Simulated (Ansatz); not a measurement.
Set up this calculation in Ansatz 0.2.0, as the native input.

| Quantity | Value |
| --- | --- |
| Task | relaxation of cell and atoms |
| Functional | RPBE |
| Potentials or basis | Ansatz PAW |
| Cutoff | 420 eV (not typed: the program's choice for these potentials) |
| k mesh | 11 × 11 × 5 |
| Occupations | fermi-dirac, width 0.05 eV |
| Spin | no spin polarisation |

Crystal: Ta.

```
CELL_PARAMETERS angstrom
2.90037 0.00000 0.00000
-1.45019 2.51180 0.00000
0.00000 0.00000 5.16627
ATOMIC_POSITIONS crystal
Ta 0.33333 0.66667 0.25000
Ta 0.66667 0.33333 0.75000
```

This isn't the form of Ta at room conditions, which is bcc.

The input as run:

input.yaml

```yaml
crystal:
  lattice:
    - [2.9003720726, 0.0, 0.0]
    - [-1.4501860363, 2.5117958953, 0.0]
    - [0.0, 0.0, 5.166274]
  atoms:
    - { symbol: Ta, position: [0.3333333333, 0.6666666667, 0.25] }
    - { symbol: Ta, position: [0.6666666667, 0.3333333333, 0.75] }
hamiltonian:
  xc: rpbe
  pseudopotentials: { kind: paw }
kpoints:
  mp_grid: { grid: [11, 11, 5] }
scf:
  occupations: { method: fermi_dirac, width: 0.05 }
output:
  forces: true
  stress: true
  eigenvalues: true
relax:
  f_tol: 0.01
  max_steps: 40
  cell: { stress_tol: 0.05 }
```

Potentials or basis: Ansatz PAW.

Launch:

```console
$ ansatz run input.yaml --threads 2 --pin off --max-ram 5632MiB --backend cpu --events-out ev --progress --plain --runs-dir out
```

It gave:

| Property | Result |
| --- | --- |
| Relaxed volume | 19.05 Å³/atom |
| Relaxed cell | a = 2.910 Å, b = 2.910 Å, c = 5.197 Å, α = 90.00°, β = 90.00°, γ = 120.00° |
| Space group after relaxing (to 0.05 Å) | P6_3/mmc (No. 194) |
| Energy gained by relaxing | 1.7 meV/atom |
| Ionic steps | 4 |
| Pressure after relaxing | 0.0 GPa |
| Band gap on the k mesh | none (metal or under the smearing width) |

Caveat: the plane-wave basis is chosen anew once the cell has moved, so the energies of steps on either side of that aren't comparable; the PAW data sets come from PBE, with cores solved anew for the run's functional, which leaves a small shift of forces and pressure.

Wall time 13 s on 2 threads of Intel(R) Xeon(R) Processor @ 2.50GHz (Skylake/Cascade Lake), on a shared host, peak memory 0.35 GiB.
